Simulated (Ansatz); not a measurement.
# BaS (rocksalt) from LDA to hybrids

Measured values to be reproduced:
- lattice constant a: 6.387 Å (a; literature experiment; Literature value quoted for comparison; measurement temperature not given; quoted in “High temperature equilibrium of 3D and 2D chalcogenide perovskites”, 2022, arxiv:2212.01429)

The calculated numbers come from Ansatz 0.2.0. Non-magnetic throughout.

BaS (rocksalt), relaxed with r2SCAN. It is cubic, Fm-3m (No. 225); conventional cell a = 6.424 Å, 33.13 Å³ an atom. Around Ba lie 6 S at 3.21 Å; around S lie 6 Ba at 3.21 Å.

Gaps on the r2SCAN cell, each the least over its mesh and the special points:

| level | k mesh | gap (eV) | kind | edges | least direct gap (eV) | rough cost |
| --- | --- | --- | --- | --- | --- | --- |
| LDA | 8×8×8 | 2.03 | indirect | Γ → X | 2.15 | 1.9 core-seconds |
| PBE | 8×8×8 | 2.23 | indirect | Γ → X | 2.35 | 2.5 core-seconds |
| PBE+SOC | 8×8×8 | 2.19 | indirect | Γ → X | 2.27 | 10 core-seconds |
| r2SCAN | 8×8×8 | 2.58 | indirect | Γ → X | 2.69 | 5 core-seconds |
| r2SCANh | 6×6×6 | 3.15 | indirect | Γ → X | 3.28 | 2.8 core-minutes |
| HSE06 | 6×6×6 | 3.14 | indirect | Γ → X | 3.28 | 110 core-seconds |
| HSE06+SOC | 4×4×4 | 3.09 | indirect | Γ → X | 3.19 | 2.8 core-minutes |
| DDH-PBE0 | 6×6×6 | 3.57 | indirect | Γ → X | 3.71 | 120 core-seconds |
| PBE0 | 6×6×6 | 3.83 | indirect | Γ → X | 3.98 | 110 core-seconds |
| Hartree-Fock | 6×6×6 | 9.12 | indirect | Γ → X | 9.32 | 110 core-seconds |
| G0W0@PBE (197 empty bands, 120 eV, 4×4×4) | 4×4×4 | 3.42 | – | Γ → X (mesh) | – | 27 core-seconds |
| G0W0@PBE (490 empty bands, 220 eV, 4×4×4) | 4×4×4 | 3.53 | – | Γ → X (mesh) | – | 4 core-minutes |

PBE: smearing of 0.02 eV; the others have fixed occupations.
Wave cutoffs: 420 eV, 500 eV (r2SCAN, r2SCANh).
The G0W0 gap is PBE's gap over the path plus the quasiparticle shift read on the mesh. No extrapolation in bands, cutoff or mesh was made for G0W0.
Costs come from shared machines and give only the order; PBE's includes the band path. The runs had 4 threads of Arm Neoverse V2, with other jobs on the host.

The HSE06 gap is indirect, 3.14 eV (Γ to X), below the direct gap of 3.28 eV at X. Spin-orbit coupling changes the PBE gap by -0.04 eV, to 2.19 eV; at Γ the threefold valence level splits into a fourfold and a twofold level 0.14 eV apart, the fourfold one on top.

Set against the finite-basis gap of 3.53 eV from G0W0@PBE (490 empty bands, 220 eV, 4×4×4), the closest functional is DDH-PBE0, which differs by +0.04 eV, at about 23 times r2SCAN's cost; G0W0 itself took about 40 times r2SCAN's cost. The others: PBE0 +0.30, r2SCANh -0.38, HSE06 -0.39, r2SCAN -0.95, PBE -1.30, LDA -1.50, Hartree-Fock +5.59 eV. The yardstick still moved by +0.11 eV in its last step of bands and cutoff, so this order can change. r2SCAN covers 38 % of the step from PBE to HSE06, while HSE06 needs about 21 times r2SCAN's cost (on a coarser mesh). All these functionals give a gap of the same kind, indirect.

r2SCAN (ground state on 6×6×6): The electronic dielectric tensor ε∞ is 4.38 in all directions. Born charges, averaged over directions: Ba +2.56, S -2.56 e. PBE (ground state on 6×6×6): ε∞: 4.75 in all directions. Born charges, averaged over directions: Ba +2.60, S -2.60 e.

On the PBEsol cell (a = 6.334 Å), with PBEsol: The optical mode at Γ lies at 144 cm⁻¹ without the longitudinal term. With the long-range field the highest mode reaches 248 cm⁻¹. The clamped-ion dielectric constant comes out as 4.99 in all directions. With the ions relaxed, ε⁰ is 14.8 in all directions. Born charges, averaged over directions: Ba +2.62, S -2.62 e.

Set against measured values:
- Lattice constant a, measured 6.387 Å: PBE 6.430 (+0.7 %), r2SCAN 6.424 (+0.6 %), PBEsol 6.334 (-0.8 %), LDA 6.272 (-1.8 %), HSE06 6.409 (+0.3 %).
The calculated lattice is static; the measured one holds thermal expansion and zero-point motion. Reports marked as nanostructured, strained, doped, implanted or mixed samples, and transport gaps, were set aside.

Only the levels marked +SOC include spin-orbit coupling.

The meshes of the hybrids are coarse, so their gaps aren't converged to the digits shown.
